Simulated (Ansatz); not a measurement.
The cell is NaH built on the rocksalt prototype; cell and atoms were relaxed with r2SCAN. Na has 6 H at 2.40 Å; H has 6 Na at 2.40 Å.

Space group Fm-3m (No. 225). a = 4.795 Å, b = 4.795 Å, c = 4.795 Å, α = 90.00°, β = 90.00°, γ = 90.00°
```
atom  site  symmetry       x       y       z
  Na    4a      m-3m  0.0000  0.0000  0.0000
   H    4b      m-3m  0.5000  0.0000  0.0000
```

The questions ask for values computed with the PAW code Ansatz on this geometry. The values are computed, spin-unpolarised, and not measurements.

Question: What gap does r2SCAN give, and where are the band edges?

Answer: r2SCAN gives an indirect gap of 4.40 eV, from W to L; the least direct gap is 5.26 eV at L.

Question: What does PBE give for the gap (10×10×10 mesh)?

Answer: With PBE the valence top lies at W and the conduction bottom at L, 3.80 eV higher; the smallest vertical gap, at L, is 4.67 eV. The gap differs by -0.60 eV from r2SCAN's.

Question: What does PBE0 give for the gap (6×6×6 mesh)?

Answer: With PBE0 the valence top lies at W and the conduction bottom at L, 5.58 eV higher; the smallest vertical gap, at L, is 6.55 eV. The gap differs by +1.18 eV from r2SCAN's.

Question: What does G0W0@PBE with 82 empty bands, a screening cutoff of 120 eV and a 6×6×6 mesh give?

Answer: 5.97 eV (the shift on the mesh added to PBE's least gap). The quasiparticle gap on this mesh is 6.01 eV (W–X (0.33 of the way from W) to L), against 3.85 eV from PBE: +2.16 eV. Renormalisation factors Z lie between 0.66 and 0.82. G0W0 here is at a finite number of bands, screening cutoff and k mesh, not at the basis limit.

Question: Roughly how does the cost of the HSE06 run (6×6×6) compare with r2SCAN's (10×10×10)?

Answer: About 8 times as much (40 core-seconds against 5 core-seconds, on 2 threads of Arm Neoverse N1, with other jobs on the host).

Question: What do these levels agree on?

Answer: Taking G0W0@PBE (82 empty bands, 120 eV, 6×6×6), PBE's least gap plus the shift on the mesh, where the gap is 6.01 eV, 5.97 eV, as the yardstick (a computed one, not at the basis limit), PBE0 comes nearest, -0.39 eV off. The others: HSE06 -1.12, r2SCAN -1.57, PBE -2.17 eV. The yardstick's own error is a tenth of an eV or more. r2SCAN covers 57 % of the step from PBE to HSE06. All these functionals give a gap of the same kind, indirect.

The meshes of the hybrids are coarse, so their gaps aren't converged to the digits shown.
